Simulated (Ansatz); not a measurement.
# Electrostatic potentials at the F nuclei in PbF2

Cell: a structure deposited in the COD, its atoms then relaxed with PBE in this cell.

```cif
data_PbF2
_symmetry_space_group_name_H-M 'Pnma'
_symmetry_Int_Tables_number 62
_cell_length_a 6.4400
_cell_length_b 3.8990
_cell_length_c 7.6510
_cell_angle_alpha 90.000
_cell_angle_beta 90.000
_cell_angle_gamma 90.000
loop_
_atom_site_label
_atom_site_type_symbol
_atom_site_symmetry_multiplicity
_atom_site_Wyckoff_symbol
_atom_site_fract_x
_atom_site_fract_y
_atom_site_fract_z
Pb Pb 4 c 0.2557 0.2500 0.1050
F5 F 4 c 0.8592 0.2500 0.0675
F9 F 4 c 0.4750 0.2500 0.8440
```

One atom of each set is listed.

The numbers come from a DFT calculation in Ansatz (PBE, plane waves and PAW, scalar-relativistic, 420 eV cutoff, Γ-centred 3×5×3 k-points, Fermi–Dirac smearing 0.02 eV).

The potential at a nucleus is that of all electrons and the other nuclei. A higher potential binds the core electrons more strongly, so differences between sites of one element are the initial-state part of core-level shifts.

Q: Rank the F sites by the potential at the nucleus, lowest first, and give each against the lowest.
A. F5: 4 Pb at 2.47–2.59 Å
B. F9: 5 Pb at 2.45–3.06 Å

A: B (0.00 V), A (0.23 V).
